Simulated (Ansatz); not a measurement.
# KZnF3 in Ansatz: the effect of functional

KZnF3:

```
Zn K F
1.0
     3.99526    0.00000    0.00000
     0.00000    3.99526    0.00000
     0.00000    0.00000    3.99526
Zn K F
1 1 3
Cartesian
  1.9976 1.9976 1.9976
  0.0000 0.0000 0.0000
  1.9976 0.0000 1.9976
  0.0000 1.9976 1.9976
  1.9976 1.9976 0.0000
```

The cell isn't the ideal one: volume scaled by 0.96.

Alike in all runs:

```yaml
Program: Ansatz 0.2.0
Task: single point
Potentials_or_basis: Ansatz PAW
k_mesh: 7 × 7 × 7
Occupations: fermi-dirac, width 0.05 eV
Spin: no spin polarisation
```

| functional | cutoff | gap on the mesh (eV) | pressure (GPa) |
| --- | --- | --- | --- |
| PBEsol | 420 eV (not typed: the program's choice for these potentials) | 3.94 | 3.8 |
| LDA | 420 eV (not typed: the program's choice for these potentials) | ? | ? |
| r2SCAN | 500 eV (not typed: the program's choice for these potentials) | 4.86 | 3.5 |

Question: What does the run with functional LDA give?

Answer: gap on the mesh 3.87 eV; pressure -1.5 GPa.

Caveats: odd divisions of the mesh miss points on the zone boundary, where band edges often lie, so the gap on the mesh can be too wide; the PAW data sets come from PBE, with cores solved anew for the run's functional, which leaves a small shift of forces and pressure.

A k mesh can miss the band edges.

Runs at the PBE level aren't shown here.
